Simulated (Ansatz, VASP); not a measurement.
# AlGaN2 in VASP and in Ansatz

POSCAR

```
AlGaN2
1.0
    3.1408770487      0.0000000000      0.0000000000
    0.0000000000      3.1408770487      0.0000000000
    0.0000000000      0.0000000000      4.4901955091
Al Ga N
1 1 2
Direct
    0.5000000000      0.5000000000      0.5000000000
    0.0000000000      0.0000000000      0.0000000000
    0.5000000000      0.0000000000      0.7382648100
    0.0000000000      0.5000000000      0.2617351900
```

The input INCAR.step1:

```
SYSTEM = AlGaN2
  PREC = Accurate
  ENCUT = 520
  ISMEAR = 0
  SIGMA = 0.05
  LREAL = .False.
  LASPH = .True.
  NELM = 100
  NBANDS = 21
  GGA = PE
  ALGO = Normal
  EDIFF = 1E-4
  LWAVE = .True.
  LCHARG = .False.
```

Contents of INCAR.step2:

```
SYSTEM = AlGaN2
  PREC = Accurate
  ENCUT = 520
  EDIFF = 1E-7
  ISMEAR = 0
  SIGMA = 0.05
  LREAL = .False.
  LASPH = .True.
  NELM = 100
  ALGO = Normal
  ISIF = 2
  LWAVE = .False.
  LCHARG = .False.
  METAGGA = R2SCAN
  LMIXTAU = .True.
  NBANDS = 21
  ISTART = 1
```

Contents of KPOINTS:

```
regular mesh
0
Gamma
  8 8 6
  0 0 0
```

Input for Ansatz:

```yaml
crystal:
  lattice:
    - [3.1408770487, 0.0, 0.0]
    - [0.0, 3.1408770487, 0.0]
    - [0.0, 0.0, 4.4901955091]
  atoms:
    - { symbol: Al, position: [0.5, 0.5, 0.5] }
    - { symbol: Ga, position: [0.0, 0.0, 0.0] }
    - { symbol: "N", position: [0.5, 0.0, 0.73826481] }
    - { symbol: "N", position: [0.0, 0.5, 0.26173519] }
basis:
  ecutwfc: 500
kpoints:
  mp_grid: { grid: [8, 8, 6] }
hamiltonian:
  xc: r2scan
scf:
  occupations: { method: gaussian, width: 0.05 }
output:
  forces: true
  stress: true
  eigenvalues: true
  write_density: true
  write_potential: true
  elf: true
  volumetric_format: npy
```

Change from the starting cell: strain +0.000 along x and y, +0.015 along z, atoms carried along.

Alike in both runs: task single point; functional r2SCAN; k mesh 8 × 8 × 6; occupations gaussian, width 0.05 eV; no spin polarisation.

|  | VASP | Ansatz |
| --- | --- | --- |
| version | VASP 6.6.1 | Ansatz 0.2.0 |
| potentials or method | VASP PAW PBE potentials, release 64 (Al, Ga_d, N) | scalar-relativistic, plane waves, PAW |
| plane-wave cutoff (eV) | 520 | 500 |
| valence electrons in the cell | 26 | 26 |

|  | VASP | Ansatz | Ansatz less VASP |
| --- | --- | --- | --- |
| gap on the k mesh at the Fermi level (eV) | 3.22 | 3.22 | -0.009 |
| least direct gap on the mesh (eV) | 3.22 | 3.22 | -0.009 |
| pressure (GPa) | -3.0 | -3.3 | -0.27 |
| largest component of the traceless stress (GPa) | 1.38 | 1.41 | +0.032 |
| rms of the force components (eV/Å) | 0.012 | 0.048 | +0.0363 |

Atom by atom the forces differ by 0.036 eV/Å (rms over components). With one functional, cell and mesh, what is left measures potentials, basis and numerics.

Caveats: the PAW data sets were made with another functional, which shifts forces and pressure a little (VASP).
